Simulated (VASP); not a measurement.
# InSb (F-43m) in VASP: band structure with PBE

Aim: the band structure of InSb with PBE.

Everything below comes from runs of VASP 6.6.1. Logs are shortened: lines on timing, memory, paths and dates and some standing lists are left out, and cuts for length are marked.

**Measured values to compare with.**

“Electronic Structure and Epitaxy of CdTe Shells on InSb Nanowires”, 2021, arxiv:2111.05126 quotes, for a bulk crystal of InSb: band gap 0.24 eV.

The runs below are set against these values where they give the same quantity.

## 1. The structure

The structure is cubic, space group F-43m (No. 216). The conventional cell has a = 6.637 Å, b = 6.637 Å, c = 6.637 Å, α = 90.00°, β = 90.00°, γ = 90.00°. Around In (site symmetry -43m) lie 4 Sb at 2.87 Å. Sb (site symmetry -43m) has 4 In at 2.87 Å as nearest neighbours.

## 2. Band structure, PBE

INCAR reads:

```
PREC = Accurate
ENCUT = 520
EDIFF = 1E-7
ISMEAR = 0
SIGMA = 0.02
LREAL = False
LASPH = True
NELM = 100
ALGO = Normal
ISIF = 2
LWAVE = False
LCHARG = False
GGA = PE
NBANDS = 16
```

KPOINTS reads:

```
Automatic mesh
0
Gamma
  6 6 6
```

POSCAR reads:

```
InSb                                    
1.0
    0.0000000000      3.3185620414      3.3185620414
    3.3185620414      0.0000000000      3.3185620414
    3.3185620414      3.3185620414      0.0000000000
  In              Sb            
     1     1
Direct
     0.0000000000000000    0.0000000000000000    0.0000000000000000
     0.2500000000000000    0.2500000000000000    0.2500000000000000
```

KPOINTS_OPT reads:

```
path GXWKGLUWLK,UX
10
line-mode
reciprocal
 0.0000000000  0.0000000000  0.0000000000  G
 0.5000000000  0.0000000000  0.5000000000  X

 0.5000000000  0.0000000000  0.5000000000  X
 0.5000000000  0.2500000000  0.7500000000  W

 0.5000000000  0.2500000000  0.7500000000  W
 0.3750000000  0.3750000000  0.7500000000  K

 0.3750000000  0.3750000000  0.7500000000  K
 0.0000000000  0.0000000000  0.0000000000  G

 0.0000000000  0.0000000000  0.0000000000  G
 0.5000000000  0.5000000000  0.5000000000  L

 0.5000000000  0.5000000000  0.5000000000  L
 0.6250000000  0.2500000000  0.6250000000  U

 0.6250000000  0.2500000000  0.6250000000  U
 0.5000000000  0.2500000000  0.7500000000  W

 0.5000000000  0.2500000000  0.7500000000  W
 0.5000000000  0.5000000000  0.5000000000  L

 0.5000000000  0.5000000000  0.5000000000  L
 0.3750000000  0.3750000000  0.7500000000  K

 0.6250000000  0.2500000000  0.6250000000  U
 0.5000000000  0.0000000000  0.5000000000  X
```

Potentials or basis: VASP PAW PBE potentials, release 64 (In_d, Sb).

Command:

```bash
$ cat potpaw_PBE.64/In_d/POTCAR potpaw_PBE.64/Sb/POTCAR > POTCAR
$ mpirun -np 1 vasp_std > vasp.out
```

OUTCAR:

```text
PREC = Accurate
   ENCUT = 520
   EDIFF = 1E-7
   ISMEAR = 0
   LREAL = False
   LASPH = True
   NELM = 100
   ISIF = 2
   GGA = PE

 ion  position               nearest neighbor table
   1  0.000  0.000  0.000-   2 2.87   2 2.87   2 2.87   2 2.87
   2  0.250  0.250  0.250-   1 2.87   1 2.87   1 2.87   1 2.87

  LATTYP: Found a face centered cubic cell.
 ALAT       =     6.6371240828

  Lattice vectors:

 A1 = (   0.0000000000,   3.3185620414,   3.3185620414)
 A2 = (   3.3185620414,   0.0000000000,   3.3185620414)
 A3 = (   3.3185620414,   3.3185620414,   0.0000000000)

Analysis of symmetry for initial positions (statically):
=====================================================================
 Subroutine PRICEL returns:
 Original cell was already a primitive cell.

 Routine SETGRP: Setting up the symmetry group for a
 face centered cubic supercell.

 Subroutine GETGRP returns: Found 24 space group operations
 (whereof 24 operations were pure point group operations)
 out of a pool of 48 trial point group operations.

The static configuration has the point symmetry T_d .

Analysis of symmetry for dynamics (positions and initial velocities):
=====================================================================
 Subroutine PRICEL returns:
 Original cell was already a primitive cell.

 Routine SETGRP: Setting up the symmetry group for a
 face centered cubic supercell.

 Subroutine GETGRP returns: Found 24 space group operations
 (whereof 24 operations were pure point group operations)
 out of a pool of 48 trial point group operations.

The dynamic configuration has the point symmetry T_d .

 Subroutine INISYM returns: Found 24 space group operations
 (whereof 24 operations are pure point group operations),
 and found     1 'primitive' translations

----------------------------------------------------------------------------------------

                                     Primitive cell

  volume of cell :      73.0937

  direct lattice vectors                    reciprocal lattice vectors
     0.000000000  3.318562041  3.318562041    -0.150667667  0.150667667  0.150667667
     3.318562041  0.000000000  3.318562041     0.150667667 -0.150667667  0.150667667
     3.318562041  3.318562041  0.000000000     0.150667667  0.150667667 -0.150667667

  length of vectors
     4.693155447  4.693155447  4.693155447     0.260964054  0.260964054  0.260964054

[... 69 lines left out ...]
   ENCUT  =  520.0 eV  38.22 Ry    6.18 a.u.   8.73  8.73  8.73*2*pi/ulx,y,z
   NELM   =    100;   NELMIN=  2; NELMDL= -5     # of ELM steps
   EDIFF  = 0.1E-06   stopping-criterion for ELM
   LREAL  =      F    real-space projection
   EDIFFG = 0.1E-05   stopping-criterion for IOM
   NSW    =      0    number of steps for IOM
   IBRION =     -1    ionic relax: 0-MD 1-quasi-New 2-CG
   NFREE  =      0    steps in history (QN), initial steepest desc. (CG)
   ISIF   =      2    stress and relaxation
   ISYM   =      2    0-nonsym 1-usesym 2-fastsym
   POTIM  = 0.5000    time-step for ionic-motion
   TEBEG  =    0.0;   TEEND  =   0.0 temperature during run
   PSTRESS=    0.0 pullay stress
   NELECT =      18.0000    total number of electrons
   NUPDOWN=      -1.0000    fix difference up-down
   EMIN   =  10.00;   EMAX   =-10.00  energy-range for DOS
   EFERMI =   0.00;   METHOD = LEGACY
   ISMEAR =     0;   SIGMA  =   0.02  broadening in eV -4-tet -1-fermi 0-gaus
   EFERMI_NEDOS =   21; number of points for ismear=-14 and -15
   IALGO  =     38    algorithm
   IMIX   =      4    mixing-type and parameters
     AMIX     =   0.40;   BMIX     =  1.00
     AMIX_MAG =   1.60;   BMIX_MAG =  1.00
  volume/ion in A,a.u.               =      36.55       246.63
  Fermi-wavevector in a.u.,A,eV,Ry     =   1.026138  1.939119 14.326377  1.052959
  Thomas-Fermi vector in A             =   2.160015
   LORBIT       =      0    0 simple, 1 ext, 2 COOP (PROOUT), +10 PAW based schemes
   GGA     = PE    functional components
   LHFCALC =     F    Hartree Fock is set to
   AEXX    =    0.0000 exact exchange contribution
   IVDW    =     0    specifies the selected vdW correction
   LEPSILON=     F    determine dielectric tensor
   LRPA    =     F    only Hartree local field effects (RPA)
 non-spin polarized calculation
 Gauss-broadening in eV      SIGMA  =   0.02
  energy-cutoff  :      520.00
  volume of cell :       73.09
 maximum number of plane-waves:      1989
   NGX = 17   NGY = 17   NGZ = 17

 number of electron      18.0000008 magnetization

 Free energy of the ion-electron system (eV)
  ---------------------------------------------------
  ext. energy  EPLUGINS =         0.00000000
  ---------------------------------------------------
  free energy    TOTEN  =        -6.93229171 eV

  energy without entropy =       -6.93214887  energy(sigma->0) =       -6.93222029

 E-fermi :   4.3840     XC(G=0):  -8.3745

 val. band max:        4.3779508578   @ k =   0.0000   0.0000   0.0000
 cond. band min:       4.7925357681   @ k =   0.5000   0.0000   0.0000
 fundamental gap:      0.4145849103
 Fermi energy:         4.3840420808

 k-point     1 :       0.0000    0.0000    0.0000
  band No.  band energies     occupation
      1     -10.0965      2.00000
      2     -10.0965      2.00000
      3     -10.0965      2.00000
      4     -10.0302      2.00000
      5     -10.0302      2.00000
      6      -5.9029      2.00000
[... 281 lines left out ...]
      3     -10.0646      2.00000
      4     -10.0392      2.00000
      5     -10.0263      2.00000
      6      -4.1659      2.00000
[... 8 lines left out ...]
     15      13.8057      0.00000
     16      14.5613      0.00000

------------------------ aborting loop because EDIFF is reached ----------------------------------------

  FORCE on cell =-STRESS in cart. coord.  units (eV):
  Direction    XX          YY          ZZ          XY          YZ          ZX
  --------------------------------------------------------------------------------------
  -------------------------------------------------------------------------------------
  Total        0.0004906      0.0004906      0.0004906     -0.0000000      0.0000000      0.0000000
  in kB        0.0107542      0.0107542      0.0107542     -0.0000000      0.0000000      0.0000000
  external PRESSURE =       0.0107542 kB  Pullay stress =       0.0000000 kB

 VOLUME and BASIS-vectors are now :
 -----------------------------------------------------------------------------
  energy-cutoff  :      520.00
  volume of cell :       73.09
      direct lattice vectors                 reciprocal lattice vectors
     0.000000000  3.318562041  3.318562041    -0.150667667  0.150667667  0.150667667
     3.318562041  0.000000000  3.318562041     0.150667667 -0.150667667  0.150667667
     3.318562041  3.318562041  0.000000000     0.150667667  0.150667667 -0.150667667

 POSITION                                       TOTAL-FORCE (eV/Angst)
 -----------------------------------------------------------------------------------
      0.00000      0.00000      0.00000         0.000000      0.000000      0.000000
      1.65928      1.65928      1.65928        -0.000000     -0.000000     -0.000000
 -----------------------------------------------------------------------------------
    total drift:                               -0.000000     -0.000000     -0.000000

  FREE ENERGIE OF THE ION-ELECTRON SYSTEM (eV)
  ---------------------------------------------------
  free  energy   TOTEN  =        -6.9322917073 eV

  energy  without entropy=       -6.9321488718  energy(sigma->0) =       -6.93222029
```

OSZICAR:

```text
N       E                     dE             d eps       ncg     rms          rms(c)
DAV:   1     0.107604573570E+03    0.10760E+03   -0.75945E+03   512   0.107E+03
DAV:   2     0.102260314569E+00   -0.10750E+03   -0.10403E+03   584   0.274E+02
DAV:   3    -0.682572367471E+01   -0.69280E+01   -0.69100E+01   664   0.729E+01
DAV:   4    -0.702544634461E+01   -0.19972E+00   -0.19970E+00   680   0.138E+01
DAV:   5    -0.703169176702E+01   -0.62454E-02   -0.62453E-02   712   0.195E+00    0.371E+00
DAV:   6    -0.694047170923E+01    0.91220E-01   -0.15258E-01   728   0.562E+00    0.216E+00
DAV:   7    -0.693019279863E+01    0.10279E-01   -0.62328E-02   712   0.218E+00    0.595E-01
DAV:   8    -0.693148836690E+01   -0.12956E-02   -0.71532E-03   640   0.927E-01    0.212E-01
DAV:   9    -0.693218163782E+01   -0.69327E-03   -0.93303E-04   616   0.259E-01    0.709E-02
DAV:  10    -0.693224194506E+01   -0.60307E-04   -0.52474E-05   648   0.472E-02    0.309E-02
[... 58 further cycles ...]
DAV:   9    -0.162510275235E+04   -0.22877E-07      536
       N       E                     dE             ncg
DAV:   1     0.672613872449E+04   -0.21625E+04      128
DAV:   2     0.631513844087E+04   -0.41100E+03      144
DAV:   3     0.629033439047E+04   -0.24804E+02      184
DAV:   4     0.628966176643E+04   -0.67262E+00      152
DAV:   5     0.628962839699E+04   -0.33369E-01      200
DAV:   6     0.628962790529E+04   -0.49170E-03      176
DAV:   7     0.628962787990E+04   -0.25390E-04      208
DAV:   8     0.628962787961E+04   -0.29543E-06      168
DAV:   9     0.628962787960E+04   -0.50022E-08      152
```

stdout:

```text
POSCAR found type information on POSCAR InSb
 POSCAR found :  2 types and       2 ions
 scaLAPACK will be used
 LDA part: xc-table for (Slater+PW92), standard interpolation
 POSCAR, INCAR and KPOINTS ok, starting setup
 FFT: planning ... GRIDC
 FFT: planning ... GRID_SOFT
 FFT: planning ... GRID
 WAVECAR not read
 entering main loop
 Start KPOINTS_OPT (optional k-point list driver)
k-point batch [1-16\100]
k-point batch [17-32\100]
k-point batch [33-48\100]
k-point batch [49-64\100]
k-point batch [65-80\100]
k-point batch [81-96\100]
k-point batch [97-100\100]
```

Wall time 74 s (1 thread of Intel Xeon Platinum 8259CL at 2.50GHz (Skylake/Cascade Lake), shared host); peak memory 0.22 GiB.

What came out:

- Free energy: -6.9323 eV
- Pressure: 0.0 GPa
- Band gap along the path: none (metal or under the smearing width)

Levels at the corners of the path, in eV from the Fermi level:
| point | band 6 | band 7 | band 8 | band 9 | band 10 | band 11 | band 12 | band 13 |
| --- | --- | --- | --- | --- | --- | --- | --- | --- |
| Γ | -10.29 | -0.60 | -0.01 | -0.01 | -0.01 | 2.95 | 2.95 | 2.95 |
| X | -8.57 | -5.63 | -2.04 | -2.04 | 1.35 | 1.46 | 7.72 | 7.72 |
| X | -8.57 | -5.63 | -2.04 | -2.04 | 1.35 | 1.46 | 7.72 | 7.72 |
| W | -8.54 | -5.54 | -2.58 | -2.45 | 3.24 | 3.96 | 4.07 | 4.92 |
| W | -8.54 | -5.54 | -2.58 | -2.45 | 3.24 | 3.96 | 4.07 | 4.92 |
| K | -8.61 | -5.51 | -2.81 | -1.73 | 1.64 | 3.57 | 6.00 | 6.19 |
| K | -8.61 | -5.51 | -2.81 | -1.73 | 1.64 | 3.57 | 6.00 | 6.19 |
| Γ | -10.29 | -0.60 | -0.01 | -0.01 | -0.01 | 2.95 | 2.95 | 2.95 |
| Γ | -10.29 | -0.60 | -0.01 | -0.01 | -0.01 | 2.95 | 2.95 | 2.95 |
| L | -9.10 | -5.31 | -0.91 | -0.91 | 0.41 | 3.79 | 3.79 | 6.11 |
| L | -9.10 | -5.31 | -0.91 | -0.91 | 0.41 | 3.79 | 3.79 | 6.11 |
| U | -8.61 | -5.51 | -2.81 | -1.73 | 1.64 | 3.57 | 6.00 | 6.19 |
| U | -8.61 | -5.51 | -2.81 | -1.73 | 1.64 | 3.57 | 6.00 | 6.19 |
| W | -8.54 | -5.54 | -2.58 | -2.45 | 3.24 | 3.96 | 4.07 | 4.92 |
| W | -8.54 | -5.54 | -2.58 | -2.45 | 3.24 | 3.96 | 4.07 | 4.92 |
| L | -9.10 | -5.31 | -0.91 | -0.91 | 0.41 | 3.79 | 3.79 | 6.11 |
| L | -9.10 | -5.31 | -0.91 | -0.91 | 0.41 | 3.79 | 3.79 | 6.11 |
| K | -8.61 | -5.51 | -2.81 | -1.73 | 1.64 | 3.57 | 6.00 | 6.19 |
| U | -8.61 | -5.51 | -2.81 | -1.73 | 1.64 | 3.57 | 6.00 | 6.19 |
| X | -8.57 | -5.63 | -2.04 | -2.04 | 1.35 | 1.46 | 7.72 | 7.72 |

Caveat: spin-orbit coupling is left out, which moves the levels of the heavy elements; this crystal is a semiconductor, whose small gap the functional closes, so the metal is an error of the method.

## 3. Against experiment

Step 2. A measured gap of InSb is 0.24 eV (quoted in “Electronic Structure and Epitaxy of CdTe Shells on InSb Nanowires”, 2021, arxiv:2111.05126); the calculated 0.00 eV misses it by -0.24 eV. Spin-orbit coupling on In, Sb is left out. The value is that of PBE, without temperature or zero-point motion. Semilocal functionals fall short of measured gaps as a rule.
